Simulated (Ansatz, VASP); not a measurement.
# One calculation of Ge, two programs

Contents of INCAR:

```
PREC = Accurate
ENCUT = 520
EDIFF = 1E-6
ISMEAR = -1
SIGMA = 0.05
LREAL = F
LASPH = T
NELM = 80
ALGO = Normal
ISIF = 2
LWAVE = F
LCHARG = F
GGA = RE
IVDW = 13
NBANDS = 21
```

KPOINTS

```
regular mesh
0
Gamma
  8 8 8
```

File POSCAR:

```
Ge
1.0
    0.0000000000      2.8476450493      2.8476450493
    2.8476450493      0.0000000000      2.8476450493
    2.8476450493      2.8476450493      0.0000000000
Ge
2
Direct
    0.7500000000      0.7500000000      0.7500000000
    0.5000000000      0.5000000000      0.5000000000
```

File input.yaml:

```yaml
crystal:
  lattice:
    - [0.0, 2.8476450493, 2.8476450493]
    - [2.8476450493, 0.0, 2.8476450493]
    - [2.8476450493, 2.8476450493, 0.0]
  atoms:
    - { symbol: Ge, position: [0.75, 0.75, 0.75] }
    - { symbol: Ge, position: [0.5, 0.5, 0.5] }
hamiltonian:
  xc: revpbe
  pseudopotentials: { kind: paw }
  dispersion: d4
kpoints:
  mp_grid: { grid: [8, 8, 8] }
scf:
  occupations: { method: fermi_dirac, width: 0.05 }
output:
  forces: true
  stress: true
  eigenvalues: true
```

Alike in both runs: task single point; functional revPBE; dispersion D4; k mesh 8 × 8 × 8; occupations fermi-dirac, width 0.05 eV; no spin polarisation.

|  | VASP | Ansatz |
| --- | --- | --- |
| version | VASP 6.6.1 | Ansatz 0.2.0 |
| potentials or method | VASP PAW PBE potentials, release 64 (Ge_d) | Ansatz PAW |
| plane-wave cutoff (eV) | 520 | 420 |
| valence electrons in the cell | 28 | 28 |

|  | VASP | Ansatz | Ansatz less VASP |
| --- | --- | --- | --- |
| gap on the k mesh at the Fermi level (eV) | none | none | - |
| pressure (GPa) | -0.6 | -0.4 | +0.17 |
| dispersion energy (meV/atom) | -528.9 | -529.1 | -0.16 |

A gap of «none» marks a metal or a gap that the smearing closes.

Caveats: pairwise dispersion overbinds metals, which lowers pressure and volume; the PAW data sets were made with another functional, which shifts forces and pressure a little (VASP); this crystal is a semiconductor, whose small gap the functional closes, so the metal is an error of the method (VASP); the PAW data sets come from PBE, with cores solved anew for the run's functional, which leaves a small shift of forces and pressure (Ansatz).
